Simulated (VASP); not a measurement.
A run of VASP 6.6.1 is set up as follows.

File INCAR:

```
SYSTEM = NaCl
ALGO = Normal
EDIFF = 1E-7
EDIFFG = -0.005
ENCUT = 600
GGA = CA
IBRION = 2
ISIF = 3
ISMEAR = 0
LASPH = .True.
LCHARG = .False.
LREAL = .False.
LWAVE = .False.
NELM = 80
NSW = 90
PREC = Accurate
PSTRESS = 120.0
SIGMA = 0.03
```

File KPOINTS:

```
k-points
0
Gamma
  8 8 8
  0 0 0
```

The input POSCAR:

```
NaCl                                    
1.0
    0.0000000000      2.5395468521      2.5395468521
    2.5395468521      0.0000000000      2.5395468521
    2.5395468521      2.5395468521     -0.0000000000
  Na              Cl            
     1     1
Direct
     0.0000000000000000    1.0000000000000000    0.0000000000000000
     0.5000000000000000    0.5000000000000000    0.5000000000000000
```

Potentials or basis: VASP PAW LDA potentials, release 64 (Na_pv, Cl).

Launch:

```console
$ cat potpaw_LDA.64/Na_pv/POTCAR potpaw_LDA.64/Cl/POTCAR > POTCAR
$ mpirun -np 1 vasp_std > vasp.out
```

Problem. Predict the band gap on the k mesh.

Solution. 6.21 eV, direct.

Final structure:
```
CELL_PARAMETERS angstrom
0.00000 2.53955 2.53955
2.53955 0.00000 2.53955
2.53955 2.53955 0.00000
ATOMIC_POSITIONS crystal
Na 0.00000 0.00000 0.00000
Cl 0.50000 0.50000 0.50000
```

Caveat: the relaxation stopped at its first step, so nothing moved; the cell is relaxed towards a set pressure, so the enthalpy falls and the energy may rise. A hybrid or GW would open this gap; LDA tends to underestimate it.
